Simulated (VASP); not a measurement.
# GaP (F-43m) in VASP: further runs

Runs on GaP. Level: LDA. Tasks: single point.

Everything below comes from runs of VASP 6.6.1. Logs are shortened: lines on timing, memory, paths and dates and some standing lists are left out, and cuts for length are marked.

### 1 The undisturbed crystal

It takes space group F-43m (No. 216, cubic). Conventional cell: a = 5.451 Å, b = 5.451 Å, c = 5.451 Å, α = 90.00°, β = 90.00°, γ = 90.00°. Ga (site symmetry -43m) is surrounded by 4 P at 2.36 Å. P (site symmetry -43m) is surrounded by 4 Ga at 2.36 Å.

### 2 Single point, LDA (grid = ENCUT=520 dk=0.45 cell=2x2x2 ISMEAR=0 SIGMA=0.05 LREAL=Auto EDIFF=1e-06)

Input file INCAR:

```
  PREC = Accurate
  ENCUT = 520
  EDIFF = 1E-6
  ISMEAR = 0
  SIGMA = 0.05
  LREAL = Auto
  LASPH = True
  NELM = 120
  ALGO = Fast
  ISIF = 2
  LWAVE = False
  LCHARG = False
  GGA = CA
  NBANDS = 80
```

Input file KPOINTS:

```
Automatic mesh
0
Gamma
  3 3 3
```

Input file POSCAR:

```
GaP
1.0
    0.0000000000      5.4505000000      5.4505000000
    5.4505000000      0.0000000000      5.4505000000
    5.4505000000      5.4505000000      0.0000000000
Ga P
8 8
Direct
    0.0000000000      0.0000000000      0.0000000000
    0.0000000000      0.0000000000      0.5000000000
    0.0000000000      0.5000000000      0.0000000000
    0.0000000000      0.5000000000      0.5000000000
    0.5000000000      0.0000000000      0.0000000000
    0.5000000000      0.0000000000      0.5000000000
    0.5000000000      0.5000000000      0.0000000000
    0.5000000000      0.5000000000      0.5000000000
    0.3750000000      0.3750000000      0.3750000000
    0.3750000000      0.3750000000      0.8750000000
    0.3750000000      0.8750000000      0.3750000000
    0.3750000000      0.8750000000      0.8750000000
    0.8750000000      0.3750000000      0.3750000000
    0.8750000000      0.3750000000      0.8750000000
    0.8750000000      0.8750000000      0.3750000000
    0.8750000000      0.8750000000      0.8750000000
```

Potentials or basis: VASP PAW LDA potentials, release 64 (Ga_d, P).

Command:

```
$ cat potpaw_LDA.64/Ga_d/POTCAR potpaw_LDA.64/P/POTCAR > POTCAR
$ mpirun -np 1 vasp_std > vasp.out
```

OUTCAR:

```text
PREC = Accurate
   ENCUT = 520
   EDIFF = 1E-6
   ISMEAR = 0
   LREAL = Auto
   LASPH = True
   NELM = 120
   ISIF = 2
   GGA = CA

 Found      4 irreducible k-points:

 Following reciprocal coordinates:
            Coordinates               Weight
  0.000000  0.000000  0.000000      1.000000
  0.333333  0.000000  0.000000      8.000000
  0.333333  0.333333  0.000000      6.000000
 -0.333333  0.333333  0.000000     12.000000
   k-points           NKPTS =      4   k-points in BZ     NKDIM =      4   number of bands    NBANDS=     80
   number of dos      NEDOS =    301   number of ions     NIONS =     16
   total plane-waves  NPLWV = 216000
   dimension x,y,z NGX =    60 NGY =   60 NGZ =   60
   dimension x,y,z NGXF=   120 NGYF=  120 NGZF=  120
   ions per type =               8   8
   NGX,Y,Z   is equivalent  to a cutoff of  12.94, 12.94, 12.94 a.u.
   NGXF,Y,Z  is equivalent  to a cutoff of  25.88, 25.88, 25.88 a.u.
 SYSTEM =  unknown system
   PREC   = accura    normal or accurate (medium, high low for compatibility)
   ISTART =      0    job   : 0-new  1-cont  2-samecut
   ICHARG =      2    charge: 1-file 2-atom 10-const
   ISPIN  =      1    spin polarized calculation?
   LNONCOLLINEAR =      F non collinear calculations
   LSORBIT =      F    spin-orbit coupling
   LASPH  =      T    aspherical Exc in radial PAW
   ENCUT  =  520.0 eV  38.22 Ry    6.18 a.u.  14.33 14.33 14.33*2*pi/ulx,y,z
   NELM   =    120;   NELMIN=  2; NELMDL= -5     # of ELM steps
   EDIFF  = 0.1E-05   stopping-criterion for ELM
   LREAL  =      T    real-space projection
   EDIFFG = 0.1E-04   stopping-criterion for IOM
   NSW    =      0    number of steps for IOM
   IBRION =     -1    ionic relax: 0-MD 1-quasi-New 2-CG
   NFREE  =      0    steps in history (QN), initial steepest desc. (CG)
   ISIF   =      2    stress and relaxation
   ISYM   =      2    0-nonsym 1-usesym 2-fastsym
   POTIM  = 0.5000    time-step for ionic-motion
   TEBEG  =    0.0;   TEEND  =   0.0 temperature during run
   PSTRESS=    0.0 pullay stress
   NELECT =     144.0000    total number of electrons
   NUPDOWN=      -1.0000    fix difference up-down
   EMIN   =  10.00;   EMAX   =-10.00  energy-range for DOS
   EFERMI =   0.00;   METHOD = LEGACY
   ISMEAR =     0;   SIGMA  =   0.05  broadening in eV -4-tet -1-fermi 0-gaus
   EFERMI_NEDOS =   21; number of points for ismear=-14 and -15
   IALGO  =     68    algorithm
   IMIX   =      4    mixing-type and parameters
     AMIX     =   0.40;   BMIX     =  1.00
     AMIX_MAG =   1.60;   BMIX_MAG =  1.00
  volume/ion in A,a.u.               =      20.24       136.59
  Fermi-wavevector in a.u.,A,eV,Ry     =   1.249538  2.361284 21.243377  1.561344
  Thomas-Fermi vector in A             =   2.383574
   LORBIT       =      0    0 simple, 1 ext, 2 COOP (PROOUT), +10 PAW based schemes
   GGA     = CA    functional components
   LHFCALC =     F    Hartree Fock is set to
   AEXX    =    0.0000 exact exchange contribution
   IVDW    =     0    specifies the selected vdW correction
   LEPSILON=     F    determine dielectric tensor
   LRPA    =     F    only Hartree local field effects (RPA)
 non-spin polarized calculation
 RMM-DIIS sequential band-by-band and
 Gauss-broadening in eV      SIGMA  =   0.05
  energy-cutoff  :      520.00
  volume of cell :      323.85
 maximum number of plane-waves:      8720
 NGX is ok and might be reduce to    60
   NGX = 29   NGY = 29   NGZ = 29

 number of electron     143.9999909 magnetization

 Free energy of the ion-electron system (eV)
  ---------------------------------------------------
  ext. energy  EPLUGINS =         0.00000000
  ---------------------------------------------------
  free energy    TOTEN  =       -83.40869535 eV

  energy without entropy =      -83.40869535  energy(sigma->0) =      -83.40869535

 E-fermi :   4.7919     XC(G=0): -10.1624

 val. band max:        4.5122170397   @ k =   0.0000   0.0000   0.0000
 cond. band min:       6.0027357239   @ k =   0.0000   0.0000   0.0000
 fundamental gap:      1.4905186841
 Fermi energy:         4.7919030339

 k-point     1 :       0.0000    0.0000    0.0000
  band No.  band energies     occupation
      1     -10.3115      2.00000
      2     -10.3115      2.00000
      3     -10.3115      2.00000
      4     -10.2759      2.00000
      5     -10.2759      2.00000
      6     -10.2759      2.00000
[... 72 lines left out ...]
     79       6.1273      0.00000
     80       6.1885      0.00000

 k-point     2 :       0.3333    0.0000    0.0000
  band No.  band energies     occupation
      1     -10.2983      2.00000
      2     -10.2983      2.00000
      3     -10.2983      2.00000
      4     -10.2790      2.00000
      5     -10.2790      2.00000
      6     -10.2790      2.00000
[... 72 lines left out ...]
     79       7.1170      0.00000
     80       7.1293      0.00000

 k-point     3 :       0.3333    0.3333    0.0000
  band No.  band energies     occupation
      1     -10.2973      2.00000
      2     -10.2973      2.00000
      3     -10.2886      2.00000
      4     -10.2719      2.00000
      5     -10.2719      2.00000
      6     -10.2719      2.00000
[... 72 lines left out ...]
     79       7.4159      0.00000
     80       7.8749      0.00000

 k-point     4 :      -0.3333    0.3333    0.0000
  band No.  band energies     occupation
      1     -10.2872      2.00000
      2     -10.2865      2.00000
      3     -10.2865      2.00000
      4     -10.2810      2.00000
      5     -10.2810      2.00000
      6     -10.2629      2.00000
[... 72 lines left out ...]
     79       8.3226      0.00000
     80       8.6361      0.00000

------------------------ aborting loop because EDIFF is reached ----------------------------------------

  FORCE on cell =-STRESS in cart. coord.  units (eV):
  Direction    XX          YY          ZZ          XY          YZ          ZX
  --------------------------------------------------------------------------------------
  -------------------------------------------------------------------------------------
  Total       -5.3639956     -5.3639956     -5.3639956     -0.0000000     -0.0000000      0.0000000
  in kB      -26.5374974    -26.5374974    -26.5374974     -0.0000000     -0.0000000      0.0000000
  external PRESSURE =     -26.5374974 kB  Pullay stress =       0.0000000 kB

 VOLUME and BASIS-vectors are now :
 -----------------------------------------------------------------------------
  energy-cutoff  :      520.00
  volume of cell :      323.85
      direct lattice vectors                 reciprocal lattice vectors
     0.000000000  5.450500000  5.450500000    -0.091734703  0.091734703  0.091734703
     5.450500000  0.000000000  5.450500000     0.091734703 -0.091734703  0.091734703
     5.450500000  5.450500000  0.000000000     0.091734703  0.091734703 -0.091734703

 POSITION                                       TOTAL-FORCE (eV/Angst)
 -----------------------------------------------------------------------------------
      0.00000      0.00000      0.00000        -0.000000     -0.000000     -0.000000
      2.72525      2.72525      0.00000         0.000000     -0.000000      0.000000
      2.72525      0.00000      2.72525        -0.000000     -0.000000     -0.000000
      5.45050      2.72525      2.72525         0.000000     -0.000000      0.000000
      0.00000      2.72525      2.72525        -0.000000     -0.000000      0.000000
      2.72525      5.45050      2.72525        -0.000000     -0.000000      0.000000
[... 8 lines left out ...]
      6.81313      6.81313      9.53838         0.000000      0.000000     -0.000000
      9.53838      9.53838      9.53838         0.000000      0.000000      0.000000
 -----------------------------------------------------------------------------------
    total drift:                               -0.000001     -0.000001     -0.000001

  FREE ENERGIE OF THE ION-ELECTRON SYSTEM (eV)
  ---------------------------------------------------
  free  energy   TOTEN  =       -83.4086953509 eV

  energy  without entropy=      -83.4086953509  energy(sigma->0) =      -83.40869535
```

Run time: 5.7 min. Hardware: 1 thread of Intel Xeon 6975P-C (Granite Rapids), shared host; peak memory 0.38 GiB.

These settings aren't checked as converged: the numbers below hold their error.

What came out:

```
Free energy            : -83.4087 eV
Pressure               : -2.7 GPa
Band gap on the k mesh : 1.49 eV
```

Caveat: an odd mesh through Γ misses points on the zone boundary, where band edges often lie.

### 3 Single point, LDA (grid = ENCUT=400 dk=0.35 cell=2x2x2 ISMEAR=0 SIGMA=0.05 LREAL=Auto EDIFF=1e-06)

INCAR, as its differences from that of step 2:

```diff
@@ -1,3 +1,3 @@
   PREC = Accurate
-  ENCUT = 520
+  ENCUT = 400
   EDIFF = 1E-6
```

KPOINTS is that of step 2.

POSCAR is that of step 2.

Potentials or basis: VASP PAW LDA potentials, release 64 (Ga_d, P).

Command:

```
$ cat potpaw_LDA.64/Ga_d/POTCAR potpaw_LDA.64/P/POTCAR > POTCAR
$ mpirun -np 1 vasp_std > vasp.out
```

OUTCAR:

```text
PREC = Accurate
   ENCUT = 400
   EDIFF = 1E-6
   ISMEAR = 0
   LREAL = Auto
   LASPH = True
   NELM = 120
   ISIF = 2
   GGA = CA

 Found      4 irreducible k-points:

 Following reciprocal coordinates:
            Coordinates               Weight
  0.000000  0.000000  0.000000      1.000000
  0.333333  0.000000  0.000000      8.000000
  0.333333  0.333333  0.000000      6.000000
 -0.333333  0.333333  0.000000     12.000000
   k-points           NKPTS =      4   k-points in BZ     NKDIM =      4   number of bands    NBANDS=     80
   number of dos      NEDOS =    301   number of ions     NIONS =     16
   total plane-waves  NPLWV = 125000
   dimension x,y,z NGX =    50 NGY =   50 NGZ =   50
   dimension x,y,z NGXF=   100 NGYF=  100 NGZF=  100
   ions per type =               8   8
   NGX,Y,Z   is equivalent  to a cutoff of  10.78, 10.78, 10.78 a.u.
   NGXF,Y,Z  is equivalent  to a cutoff of  21.57, 21.57, 21.57 a.u.
 SYSTEM =  unknown system
   PREC   = accura    normal or accurate (medium, high low for compatibility)
   ISTART =      0    job   : 0-new  1-cont  2-samecut
   ICHARG =      2    charge: 1-file 2-atom 10-const
   ISPIN  =      1    spin polarized calculation?
[... 64 lines left out ...]
  band No.  band energies     occupation
      1     -10.3105      2.00000
      2     -10.3105      2.00000
      3     -10.3105      2.00000
      4     -10.2748      2.00000
      5     -10.2748      2.00000
      6     -10.2748      2.00000
[... 321 lines left out ...]
     79       8.3272      0.00000
     80       8.4527      0.00000

------------------------ aborting loop because EDIFF is reached ----------------------------------------

  FORCE on cell =-STRESS in cart. coord.  units (eV):
  Direction    XX          YY          ZZ          XY          YZ          ZX
  --------------------------------------------------------------------------------------
  -------------------------------------------------------------------------------------
  Total       -5.6959094     -5.6959094     -5.6959094      0.0000000      0.0000000     -0.0000000
  in kB      -28.1795871    -28.1795871    -28.1795871      0.0000000      0.0000000     -0.0000000
  external PRESSURE =     -28.1795871 kB  Pullay stress =       0.0000000 kB

 VOLUME and BASIS-vectors are now :
 -----------------------------------------------------------------------------
  energy-cutoff  :      400.00
  volume of cell :      323.85
      direct lattice vectors                 reciprocal lattice vectors
     0.000000000  5.450500000  5.450500000    -0.091734703  0.091734703  0.091734703
     5.450500000  0.000000000  5.450500000     0.091734703 -0.091734703  0.091734703
     5.450500000  5.450500000  0.000000000     0.091734703  0.091734703 -0.091734703

 POSITION                                       TOTAL-FORCE (eV/Angst)
 -----------------------------------------------------------------------------------
      0.00000      0.00000      0.00000         0.000000      0.000000     -0.000000
      2.72525      2.72525      0.00000         0.000000      0.000000     -0.000000
      2.72525      0.00000      2.72525         0.000000      0.000000     -0.000000
      5.45050      2.72525      2.72525         0.000000      0.000000     -0.000000
      0.00000      2.72525      2.72525         0.000000      0.000000     -0.000000
      2.72525      5.45050      2.72525         0.000000      0.000000     -0.000000
[... 8 lines left out ...]
      6.81313      6.81313      9.53838        -0.000000     -0.000000      0.000000
      9.53838      9.53838      9.53838        -0.000000     -0.000000     -0.000000
 -----------------------------------------------------------------------------------
    total drift:                                0.000014      0.000014      0.000015

  FREE ENERGIE OF THE ION-ELECTRON SYSTEM (eV)
  ---------------------------------------------------
  free  energy   TOTEN  =       -83.4039340519 eV

  energy  without entropy=      -83.4039340519  energy(sigma->0) =      -83.40393405
```

It took 2.3 min on 1 thread of Intel Xeon 6975P-C (Granite Rapids), shared host; peak memory 0.27 GiB.

The run converged, but some of its settings lie outside the range that counts as converged, so its numbers aren't taken as properties of the crystal.

What came out:

```yaml
Free_energy: -83.4039 eV
Pressure: -2.8 GPa
Band_gap_on_the_k_mesh: 1.49 eV
```

Caveat: an odd mesh through Γ misses points on the zone boundary, where band edges often lie.

### 4 For comparison

An earlier run on the cell as given: functional PBE; potentials or basis VASP PAW PBE potentials, release 64 (Ga_d, P); cutoff 520 eV; k mesh 8 × 8 × 8; occupations fermi-dirac, width 0.05 eV; no spin polarisation.

- Pressure: 2.5 GPa
- Band gap on the k mesh: 1.64 eV, indirect (least direct gap 1.83 eV)
